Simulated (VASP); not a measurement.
# MgO (Periclase) (Fm-3m) in VASP: a series of runs, part 2 of 2

VASP 6.6.1. Earlier steps stand in the parts before.

## Step 5: Relaxation of the atoms, PBE (a relaxed cell with its volume scaled by 0.96)

INCAR reads:

```
  PREC = Accurate
  ENCUT = 300
  EDIFF = 1E-7
  ISMEAR = 0
  SIGMA = 0.03
  LREAL = False
  LASPH = True
  NELM = 80
  ALGO = Fast
  ISIF = 2
  LWAVE = False
  LCHARG = False
  GGA = PE
  IBRION = 2
  NSW = 40
  EDIFFG = -0.01
```

KPOINTS reads:

```
Automatic mesh
0
Gamma
  6 6 6
```

POSCAR reads:

```
MgO                                     
1.0
    0.0000000000      2.0883995905      2.0883995905
    2.0883995905      0.0000000000      2.0883995905
    2.0883995905      2.0883995905      0.0000000000
  Mg              O             
     1     1
Direct
     0.0000000000000000    0.0000000000000000    0.0000000000000000
     0.5000000000000000    0.5000000000000000    0.5000000000000000
```

Potentials or basis: VASP PAW PBE potentials, release 64 (Mg, O_s).

Launch:

```sh
cat potpaw_PBE.64/Mg/POTCAR potpaw_PBE.64/O_s/POTCAR > POTCAR
mpirun -np 1 vasp_std > vasp.out
```

OUTCAR:

```text
PREC = Accurate
   ENCUT = 300
   EDIFF = 1E-7
   ISMEAR = 0
   LREAL = False
   LASPH = True
   NELM = 80
   ISIF = 2
   GGA = PE
   IBRION = 2
   NSW = 40
   EDIFFG = -0.01

 ion  position               nearest neighbor table
   1  0.000  0.000  0.000-   2 2.09   2 2.09   2 2.09   2 2.09   2 2.09   2 2.09
   2  0.500  0.500  0.500-   1 2.09   1 2.09   1 2.09   1 2.09   1 2.09   1 2.09

  LATTYP: Found a face centered cubic cell.
 ALAT       =     4.1767991810

  Lattice vectors:

 A1 = (   0.0000000000,   2.0883995905,   2.0883995905)
 A2 = (   2.0883995905,   0.0000000000,   2.0883995905)
 A3 = (   2.0883995905,   2.0883995905,   0.0000000000)

Analysis of symmetry for initial positions (statically):
=====================================================================
 Subroutine PRICEL returns:
 Original cell was already a primitive cell.

 Routine SETGRP: Setting up the symmetry group for a
 face centered cubic supercell.

 Subroutine GETGRP returns: Found 48 space group operations
 (whereof 48 operations were pure point group operations)
 out of a pool of 48 trial point group operations.

The static configuration has the point symmetry O_h .

Analysis of symmetry for dynamics (positions and initial velocities):
=====================================================================
 Subroutine PRICEL returns:
 Original cell was already a primitive cell.

 Routine SETGRP: Setting up the symmetry group for a
 face centered cubic supercell.

 Subroutine GETGRP returns: Found 48 space group operations
 (whereof 48 operations were pure point group operations)
 out of a pool of 48 trial point group operations.

The dynamic configuration has the point symmetry O_h .

 Subroutine INISYM returns: Found 48 space group operations
 (whereof 48 operations are pure point group operations),
[... 110 lines left out ...]
  Thomas-Fermi vector in A             =   2.378635
   LORBIT       =      0    0 simple, 1 ext, 2 COOP (PROOUT), +10 PAW based schemes
   GGA     = PE    functional components
   LHFCALC =     F    Hartree Fock is set to
   AEXX    =    0.0000 exact exchange contribution
   IVDW    =     0    specifies the selected vdW correction
   LEPSILON=     F    determine dielectric tensor
   LRPA    =     F    only Hartree local field effects (RPA)
 conjugate gradient relaxation of ions
 non-spin polarized calculation
 RMM-DIIS sequential band-by-band and
 Gauss-broadening in eV      SIGMA  =   0.03
  energy-cutoff  :      300.00
  volume of cell :       18.22
 maximum number of plane-waves:       228
 NGX is ok and might be reduce to    18
   NGX =  9   NGY =  9   NGZ =  9

 number of electron       8.0000006 magnetization

 Free energy of the ion-electron system (eV)
  ---------------------------------------------------
  ext. energy  EPLUGINS =         0.00000000
  ---------------------------------------------------
  free energy    TOTEN  =       -11.88671792 eV

  energy without entropy =      -11.88671792  energy(sigma->0) =      -11.88671792

 E-fermi :   3.8895     XC(G=0): -11.2040

 val. band max:        3.6936219907   @ k =   0.0000   0.0000   0.0000
 cond. band min:       8.6766925740   @ k =   0.0000   0.0000   0.0000
 fundamental gap:      4.9830705833
 Fermi energy:         3.8894817184

 k-point     1 :       0.0000    0.0000    0.0000
  band No.  band energies     occupation
      1     -13.6891      2.00000
      2       3.6936      2.00000
      3       3.6936      2.00000
      4       3.6936      2.00000
      5       8.6767      0.00000
      6      19.6778      0.00000
      7      19.6778      0.00000
      8      19.6778      0.00000
[... 155 lines left out ...]
 k-point    16 :      -0.3333    0.5000    0.1667
  band No.  band energies     occupation
      1     -12.0370      2.00000
      2       0.0350      2.00000
      3       1.3847      2.00000
      4       1.9756      2.00000
      5      14.3604      0.00000
      6      15.4211      0.00000
      7      16.3986      0.00000
      8      20.5495      0.00000

------------------------ aborting loop because EDIFF is reached ----------------------------------------

  FORCE on cell =-STRESS in cart. coord.  units (eV):
  Direction    XX          YY          ZZ          XY          YZ          ZX
  --------------------------------------------------------------------------------------
  -------------------------------------------------------------------------------------
  Total        0.7875287      0.7875287      0.7875287      0.0000000      0.0000000      0.0000000
  in kB       69.2637774     69.2637774     69.2637774      0.0000000      0.0000000      0.0000000
  external PRESSURE =      69.2637774 kB  Pullay stress =       0.0000000 kB

 VOLUME and BASIS-vectors are now :
 -----------------------------------------------------------------------------
  energy-cutoff  :      300.00
  volume of cell :       18.22
      direct lattice vectors                 reciprocal lattice vectors
     0.000000000  2.088399590  2.088399590    -0.239417783  0.239417783  0.239417783
     2.088399590  0.000000000  2.088399590     0.239417783 -0.239417783  0.239417783
     2.088399590  2.088399590  0.000000000     0.239417783  0.239417783 -0.239417783

 POSITION                                       TOTAL-FORCE (eV/Angst)
 -----------------------------------------------------------------------------------
      0.00000      0.00000      0.00000         0.000000     -0.000000      0.000000
      2.08840      2.08840      2.08840        -0.000000      0.000000     -0.000000
 -----------------------------------------------------------------------------------
    total drift:                               -0.000000     -0.000000     -0.000000

  FREE ENERGIE OF THE ION-ELECTRON SYSTEM (eV)
  ---------------------------------------------------
  free  energy   TOTEN  =       -11.8867179153 eV

  energy  without entropy=      -11.8867179153  energy(sigma->0) =      -11.88671792

 reached required accuracy - stopping structural energy minimisation
```

OSZICAR:

```text
N       E                     dE             d eps       ncg     rms          rms(c)
DAV:   1     0.423966197631E+01    0.42397E+01   -0.37918E+03   304   0.570E+02
DAV:   2    -0.134002526380E+02   -0.17640E+02   -0.17640E+02   312   0.136E+02
DAV:   3    -0.134741810016E+02   -0.73928E-01   -0.73928E-01   280   0.984E+00
DAV:   4    -0.134743161923E+02   -0.13519E-03   -0.13519E-03   400   0.366E-01
DAV:   5    -0.134743162085E+02   -0.16180E-07   -0.16180E-07   288   0.280E-03    0.966E+00
RMM:   6    -0.118933449694E+02    0.15810E+01   -0.36593E+00   256   0.200E+01    0.185E+01
RMM:   7    -0.118923425235E+02    0.10024E-02   -0.11349E-01   256   0.371E+00    0.116E+01
RMM:   8    -0.118863494781E+02    0.59930E-02   -0.13792E-02   256   0.164E+00    0.164E+00
RMM:   9    -0.118865597256E+02   -0.21025E-03   -0.25902E-03   256   0.595E-01    0.197E-01
RMM:  10    -0.118867156360E+02   -0.15591E-03   -0.22362E-04   256   0.216E-01    0.902E-02
RMM:  11    -0.118867167052E+02   -0.10692E-05   -0.42010E-05   256   0.735E-02    0.479E-03
RMM:  12    -0.118867176965E+02   -0.99130E-06   -0.26914E-06   254   0.230E-02    0.739E-03
RMM:  13    -0.118867179031E+02   -0.20657E-06   -0.39578E-07   232   0.769E-03    0.566E-03
RMM:  14    -0.118867179153E+02   -0.12210E-07   -0.49577E-08   176   0.307E-03
   1 F= -.11886718E+02 E0= -.11886718E+02  d E =-.118867E+02
```

Wall time 2.4 s (1 thread of Intel Xeon Platinum 8488C (Sapphire Rapids), shared host); peak memory 0.11 GiB.

What came out:

- Free energy: -11.8867 eV
- Band gap on the k mesh: 4.98 eV, direct

Final structure:
```
CELL_PARAMETERS angstrom
0.00000 2.08840 2.08840
2.08840 0.00000 2.08840
2.08840 2.08840 0.00000
ATOMIC_POSITIONS crystal
Mg 0.00000 0.00000 0.00000
O 0.50000 0.50000 0.50000
```

Caveat: the k mesh is coarse (spacing up to 0.43 Å⁻¹), so the values aren't converged; the cutoff is under 1.25 times the usual one of these potentials, so pressure, stress and relaxed cells hold a basis-set (Pulay) error; the relaxation stopped at its first step, so nothing moved.
